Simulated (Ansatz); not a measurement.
## The polar optical mode of ZnS at -3 GPa, worked through

Level of theory: DFT PBE, scalar-relativistic, plane waves, PAW in Ansatz. Plane waves to 420 eV; Γ-centred k mesh 10×10×10; fixed occupations. No spin polarisation. Phonons by linear response, acoustic sum rule imposed.

The cell, relaxed at -3 GPa:
```cif
data_structure
_symmetry_space_group_name_H-M 'F-43m'
_symmetry_Int_Tables_number 216
_cell_length_a 5.5315
_cell_length_b 5.5315
_cell_length_c 5.5315
_cell_angle_alpha 90.000
_cell_angle_beta 90.000
_cell_angle_gamma 90.000
_cell_volume 169.25
loop_
_atom_site_label
_atom_site_type_symbol
_atom_site_symmetry_multiplicity
_atom_site_Wyckoff_symbol
_atom_site_fract_x
_atom_site_fract_y
_atom_site_fract_z
_atom_site_occupancy
Zn1 Zn 4 a 0.00000 0.00000 0.00000 1
S1 S 4 c 0.25000 0.25000 0.25000 1
```

The run warned that the force constants aren't converged on this k mesh, so the frequencies and all that is formed from them are rough.

Linear response gives ν_TO = 237.9 cm⁻¹, Born charges ±2.087 e (positive on Zn) and ε∞ = 6.002. The primitive cell holds 42.312 Å³, and the masses are 65.380 and 32.060 amu.

Task: Find ν_LO and the static dielectric constant.

Result: The long-wave field adds a restoring force: ω_LO² − ω_TO² = Z*²e²/(ε_vac ε∞ μV). In these units ν_LO² − ν_TO² = 4.92064×10⁷ Z*²/(μ V ε∞) cm⁻², with μ = m₁m₂/(m₁ + m₂) = 21.512 amu: 39235 cm⁻². So ν_LO = √(237.9² + 39235) = 309.6 cm⁻¹, and the run gives 309.6. Lyddane–Sachs–Teller then gives ε0 = ε∞ (ν_LO/ν_TO)² = 10.16, against 10.16 in the run (it forms both from the same three quantities, so the match checks the arithmetic only). Between ν_TO and ν_LO the dielectric function is negative and an undamped crystal reflects fully: a reststrahlen band from 32.3 to 42.0 μm.

Task: What do the Clausius–Mossotti polarisability and the Szigeti charge come to?

Result: With the Lorentz local field, α = (3V/4π)(ε∞ − 1)/(ε∞ + 2) = 6.31 Å³ for the pair, and e_S = 3Z*/(ε∞ + 2) = 0.78 e. The Born charge includes the electrons' response to the dipole's own local field, and e_S takes that enhancement out. The Lorentz field assumes point-like polarisable ions, a poor picture once ε∞ is this large, since the electron clouds then overlap or are shared, so both numbers are formal here.

Task: How strongly does a slow electron couple to the LO mode?

Result: For one isotropic parabolic band, Fröhlich's constant is α_F = (1/ε∞ − 1/ε0) √(m* Ry/ħω_LO), with Ry = 13.606 eV, ħω_LO = 38.4 meV and m* in free-electron masses: α_F = 0.0682 × 18.83 × √m* = 1.28 √m*. The band mass isn't part of this run; for m* = 0.1, 0.3 and 1 it gives 0.41, 0.70, 1.28. In weak coupling the polaron lies α_F ħω_LO below the band edge (27 meV at m* = 0.3) with a mass m*(1 + α_F/6); past α_F of about 5 or 6 that expansion fails. A semilocal functional's ε∞ tends to be too large, which taken alone lowers α_F.

Cost: 1 run of about 1.4 core-minutes, on Arm Neoverse V1 (shared hosts).

The Born charge of ±2.087 e lies close to the nominal valence of two, but this doesn't make ZnS a fully ionic crystal. In its polar covalent sp³ bonds, electron density shifts between S 3p and Zn 4s/4p states as the sublattices move, so the dynamical charge measures that flow as well as the static ionicity. This charge drives the LO–TO splitting, while electronic screening limits it. The difference of the squared frequencies doesn't contain ν_TO, whereas the lattice part of ε0 varies as its inverse square and so carries most of the uncertainty.

Both mode frequencies lie below those familiar for zinc blende ZnS at ambient pressure. Tension is a likely cause, since stretched bonds have weaker short-range restoring forces, though the functional and the k mesh may contribute.

For a light, s-like conduction electron, the estimates suggest a large, weakly bound polaron. They don't carry over directly to holes, whose degenerate, anisotropic p-like bands fall outside the single-band model, and they don't test short-range self-trapping.
